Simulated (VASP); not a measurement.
A run of VASP 6.6.1 is set up as follows.

INCAR

```
SYSTEM = Si
PREC = Accurate
ENCUT = 580
EDIFF = 1E-7
ISMEAR = -1
SIGMA = 0.05
LREAL = .False.
LASPH = .True.
NELM = 60
ALGO = Normal
ISIF = 3
LWAVE = .False.
LCHARG = .False.
GGA = PE
IBRION = 2
NSW = 60
EDIFFG = -0.02
```

File KPOINTS:

```
Automatic mesh
0
Gamma
  8 8 8
  0 0 0
```

File POSCAR:

```
Si
1.0
    0.0000000000      2.7218511865      2.7218511865
    2.7218511865      0.0000000000      2.7218511865
    2.7218511865      2.7218511865      0.0000000000
Si
2
Direct
    0.5000000000      0.5000000000      0.5000000000
    0.7500000000      0.7500000000      0.7500000000
```

Potentials or basis: VASP PAW PBE potentials, release 64 (Si).

Launch:

```bash
$ cat potpaw_PBE.64/Si/POTCAR > POTCAR
$ mpirun -np 1 vasp_std > vasp.out
```

Question: Estimate the relaxed volume.

Answer: 20.44 Å³/atom.

Question: What does it give for the band gap on the k mesh?

Answer: 0.65 eV, indirect (least direct gap 2.56 eV).

Question: Estimate the space group after relaxing (to 0.05 Å).

Answer: Fd-3m (No. 227).

Final structure:
```
Si
1.0
     0.00000    2.73434    2.73434
     2.73434    0.00000    2.73434
     2.73434    2.73434    0.00000
Si
2
Direct
  0.50000 0.50000 0.50000
  0.75000 0.75000 0.75000
```

A k mesh can miss the band edges. Expect the measured gap to be larger: semilocal functionals such as PBE lack the derivative discontinuity.
